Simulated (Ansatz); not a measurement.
# Zn (Fm-3m) in Ansatz: equation of state

How stiff is Zn in PBEsol, and what volume does it want? The cell is scaled to several volumes.

Everything below comes from runs of Ansatz 0.2.0. Logs are shortened: lines on timing, memory, paths and dates and some standing lists are left out, and cuts for length are marked.

## Step 1: Starting point

The structure is cubic, space group Fm-3m (No. 225). The conventional cell has a = 3.930 Å, b = 3.930 Å, c = 3.930 Å, α = 90.00°, β = 90.00°, γ = 90.00°. Zn (site symmetry m-3m) has 12 Zn at 2.78 Å as nearest neighbours.

This isn't the form of Zn at room conditions, which is hcp.

## Step 2: Equation of state, PBEsol

Potentials or basis: all-electron LAPW, scalar-relativistic.

No new run: the results of the series are fitted here.

What came out:

```yaml
Equilibrium_volume: "14.11 Å³/atom (rough: see the caveat)"
Bulk_modulus: 86 GPa (rough)
```

Energy against volume, from the lowest point:
| volume (Å³/atom) | energy (meV/atom) |
| --- | --- |
| 14.259 | 0.00 |
| 14.563 | 3.29 |
| 14.866 | 9.44 |
| 15.169 | 18.10 |
| 15.473 | 28.93 |
| 15.776 | 41.67 |
| 16.080 | 56.05 |

Caveat: the minimum lies outside the volumes run.
